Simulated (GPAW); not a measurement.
FePt (Tetraferroplatinum):

```
Pt Fe
1.0
     2.72350    0.00000    0.00000
     0.00000    2.72350    0.00000
     0.00000    0.00000    3.72000
Pt Fe
1 1
Direct
  0.50000 0.50000 0.50000
  0.00000 0.00000 0.00000
```

Base run:

| Property | Result |
| --- | --- |
| Program | GPAW 26.7.0 |
| Functional | PBE |
| Potentials or basis | GPAW PAW data sets (gpaw-data 1.2.1) |
| Cutoff | 600 eV |
| Basis | pw |
| k mesh | 7 × 7 × 5 |
| Occupations | fermi-dirac, width 0.05 eV |
| Spin | collinear spin, ferromagnetic start |
| Starting moments | [0.0, 3.0] μB |
| Hubbard terms | Fe d U = 4 eV |

Its results: band gap on the k mesh none (metal or under the smearing width); pressure 15.9 GPa; net moment 3.62 μB per cell; site moments Pt +0.22; Fe +3.45 μB.

Problem. The run is repeated on the same cell with these changes: hubbard terms from Fe d U = 4 eV to Fe d U = 2 eV. What comes out?

Solution. Band gap on the k mesh none (metal or under the smearing width); pressure 10.1 GPa; net moment 3.56 μB per cell; site moments Pt +0.33; Fe +3.26 μB.

Caveats: the U is typed as a test and isn't derived for this compound.
